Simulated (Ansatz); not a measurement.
**Worked example: self-consistent single point of GeTe (R3m, 2 atoms in the cell) in Ansatz (a first-principles code)**

Level of theory: PBE (plane waves, PAW; Ansatz).

The input file:

Ansatz 0.2 input:
```yaml
crystal:
  lattice:
    - [2.100778, 1.212885, 3.690064]
    - [-2.100778, 1.212885, 3.690064]
    - [0.000000, -2.425771, 3.690064]
  atoms:
    - { symbol: Ge, position: [0.992230, 0.992230, 0.992230] }
    - { symbol: Te, position: [0.528777, 0.528777, 0.528777] }
basis:
  ecutwfc: 420.0
kpoints:
  mp_grid: { grid: [7, 7, 7] }
hamiltonian:
  xc: pbe
  pseudopotentials: { kind: paw }
scf:
  occupations: { method: fixed }
output:
  forces: true
  eigenvalues: true
  stress: true
```

Log, with long lists cut:

```
WARN ansatz: RAYON_NUM_THREADS=1 ignored (pool sized by the plan → 1); use --threads N
Pseudopotentials: kind: paw
Pseudopotential: Ge, paw, valence charge 14
Pseudopotential: Te, paw, valence charge 16
Crystal: 2 atoms, lattice volume = 56.414 Å³
Basis set: ecut = 420 eV, 1087 PW (Γ), exchange–correlation on 60×60×60 points (8 copies of the dense FFT grid, shifted against one another)
Bands: 19, of which v1, the nominal top of the filled ones, is band 15 counted from 1 (14 counted from 0)
Symmetry: 6 space group operations
Space group: R3m (ITA 160), of the structure as read, at distance tolerance 3.8e-5 Å
k-points: 44 of 343 (time reversal used)
Initial density: superposition of atomic densities (neutral atoms: chi_scale 0, normalization atom), corrected by the library's trained network
Initial wavefunctions: pseudopotential atomic-orbital guess
Eigensolver: davidson
Functional: x = pbe(κ = 0.804, μ = 0.2195149727645171), c = pbe(β = 0.06672455060314922)
SCF iter   1: F=—  HF=-11275.129952 eV  |F-HF|=—  |Δ(HF+E_count)|=         —  Δρ=1.69e-3  dr2=2.45e-3  ethr=1.77e-3  ⟨swp⟩=4.8  Hψ=3505  notcnv=0  defer=83
all-band conjugate gradients solve this SCF's bands
preconditioner: auto → none
SCF iter   2: F=—  HF=-11275.128346 eV  |F-HF|=—  |Δ(HF+E_count)|=   1.61e-3  Δρ=5.44e-4  dr2=1.00e-4  ethr=8.18e-6  ⟨swp⟩=2.8  Hψ=1787  notcnv=0  defer=85
SCF iter   3: F=—  HF=-11275.128414 eV  |F-HF|=—  |Δ(HF+E_count)|=   6.81e-5  Δρ=2.66e-4  dr2=1.75e-5  ethr=3.33e-7  ⟨swp⟩=2.9  Hψ=1458  notcnv=0  defer=85
SCF iter   4: F=—  HF=-11275.128453 eV  |F-HF|=—  |Δ(HF+E_count)|=   3.92e-5  Δρ=9.09e-5  dr2=4.11e-6  ethr=5.85e-8  ⟨swp⟩=3.0  Hψ=1496  notcnv=0  defer=88
SCF iter   5: F=—  HF=-11275.128455 eV  |F-HF|=—  |Δ(HF+E_count)|=   1.73e-6  Δρ=2.13e-5  dr2=2.20e-7  ethr=1.37e-8  ⟨swp⟩=2.0  Hψ=1276  notcnv=0  defer=88
SCF iter   6: F=-11275.128455 eV  HF=-11275.128455 eV  |F-HF|=1.38e-8  |Δ(HF+E_count)|=   1.94e-7  Δρ=6.01e-6  dr2=1.19e-8  ethr=3.33e-10  ⟨swp⟩=9.1  Hψ=4543  notcnv=0
SCF 1 converged in 6 iterations: F = -11275.128455 eV  dr2 = 1.19e-8
SCF converged after 6 iterations
Free energy (F): -11275.128455 eV
Harris-Foulkes:  -11275.128455 eV  (|F-HF|=1.38e-8)
Internal energy: -11275.128455 eV  (E = F + TS)
E sigma→0 (E₀):  -11275.128455 eV
Fermi energy:    8.584181 eV
--- Per-component energies (eV) ---
  E_band       = -409.492667
  E_kinetic    = 289.383223
  E_local      = -3618.969923  (includes V_loc(G=0)·N_el)
  E_nonlocal   = 103.685416
  E_hartree    = 1833.975749
  E_xc         = -199.315400
  E_vxc        = -167.789991  (∫ρ·V_xc dr)
  E_paw        = -6677.246931  (= ΣΔE_a)
  E_vpaw       = -683.750763  (= ΣTr[D̂ρ^β])
  E_aug_tail   = 0.000141  (compensation charges beyond the density's cutoff)
  E_ewald      = -3006.640731
  E_smearing   = -0.000000  (= −TS)
  E_closure    = -0.000000  (closes the sum)
  Σ components = -11275.128455   (vs F -11275.128455, Δ=0.00e0)
--- Forces (eV/Å), atoms counted from 1 ---
  atom   1  Ge     0.00000000    -0.00000001     0.13722822
  atom   2  Te     0.00000000     0.00000001    -0.13722697
  max |Σ_I F_I| component: 1.25e-6 eV/Å
--- Stress (GPa, compression-positive) ---
        0.669280       0.000000       0.000000
        0.000000       0.669280       0.000000
        0.000000       0.000000       0.326846
  P = ⅓ Tr σ = 0.5551 GPa (5.551 kbar)
  The stress holds the Pulay correction. Without it, at fixed plane waves, as pw.x and ABINIT print it: P = 0.5297 GPa
--- Band table (eV; the first three rows and the last of 44) ---
  k-point 0: bands = ["-28.2148", "-28.2148", "-28.1985", "-28.1985", "-28.1922", "-16.0608", "-16.0608", "-16.0509", "-16.0509", "-16.0472", "-4.2632", "3.7015", "6.9000", "7.0641", "7.0641", "11.1649", "11.8789", "11.8789", "14.7387"]
  k-point 1: bands = ["-28.2148", "-28.2144", "-28.1985", "-28.1985", "-28.1920", "-16.0612", "-16.0605", "-16.0511", "-16.0511", "-16.0468", "-4.0608", "2.9388", "6.7994", "6.9894", "7.4498", "10.9186", "11.4488", "11.4551", "14.1224"]
  k-point 2: bands = ["-28.2148", "-28.2135", "-28.1986", "-28.1985", "-28.1914", "-16.0622", "-16.0598", "-16.0514", "-16.0513", "-16.0459", "-3.4896", "1.4359", "6.7616", "6.8518", "7.9465", "10.0139", "10.5129", "10.6182", "14.7471"]
  k-point 43: bands = ["-28.2149", "-28.2145", "-28.1978", "-28.1977", "-28.1915", "-16.0624", "-16.0615", "-16.0502", "-16.0499", "-16.0463", "-2.9822", "0.4060", "5.6240", "6.8662", "8.0365", "10.2313", "10.2826", "12.0132", "15.7369"]
```

The run converged in 6 iterations.

The starting cell comes from a database of computed structures (which also holds hypothetical and non-ambient phases and stackings), without a prior relaxation at this level. Its lattice was rescaled by up to half a per cent. Spin-orbit coupling is off. Ansatz's pressure includes its estimate of the finite-basis (Pulay) stress.
